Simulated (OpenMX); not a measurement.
## ZnO (zincite) under changes of volume

One of the cells (11.900 Å³/atom); the others are scaled copies at fixed shape and fractional positions:

```xyz
4
Lattice="3.2493 0.0000 0.0000 -1.6247 2.8140 0.0000 0.0000 0.0000 5.2057" Properties=species:S:1:pos:R:3 pbc="T T T"
Zn    1.6247    0.9380    0.0000
Zn    0.0000    1.8760    2.6029
O     0.0000    1.8760    4.5759
O     1.6247    0.9380    1.9730
```

```yaml
Program: OpenMX 3.8.5
Functional: PBE
Potentials_or_basis: OpenMX 2013 PBE set, Zn6.0H-s2p2d1, O6.0-s2p2, fixed grid of 36 × 36 × 70 points
k_mesh: 9 × 9 × 5
Occupations: fermi-dirac, width 0.05 eV
Spin: no spin polarisation
```

| volume (Å³/atom) | energy over the lowest point (meV/atom) | gap on the mesh (eV) | largest force (eV/Å) |
| --- | --- | --- | --- |
| 11.186 | 75.14 | 1.19 | 0.064 |
| 11.424 | 49.50 | 1.13 | 0.061 |
| 11.662 | 30.09 | 1.07 | 0.051 |
| 11.900 | 15.69 | 1.02 | 0.049 |
| 12.138 | 6.14 | 0.96 | 0.046 |
| 12.376 | ? | ? | ? |
| 12.614 | 0.00 | 0.85 | 0.037 |

Question: What does the run at 12.376 Å³/atom give?

Answer: Energy over the lowest point 1.26 meV/atom; gap on the mesh 0.90 eV; largest force 0.038 eV/Å.

Worked out: A Birch-Murnaghan fit of order 3 (a polynomial in V^(-2/3)) to the other rows has its minimum at 12.56 Å³/atom with B0 = V·E''(V) = 131 GPa and B' = 4.0 at fixed shape and positions, which overstates the stiffness. It gives 1.10 meV/atom at 12.376 Å³/atom, against the run's 1.26. A straight line through the other rows of the gap, of slope -2.82 eV per unit of ln V (its deformation potential), gives 0.91 eV, against the run's 0.90.

Energies are extrapolated to zero smearing.

Caveats: the transition metal has a single d function, too few for pressures, volumes and moments; the basis of atomic orbitals isn't converged, which shifts pressures, moduli and gaps.
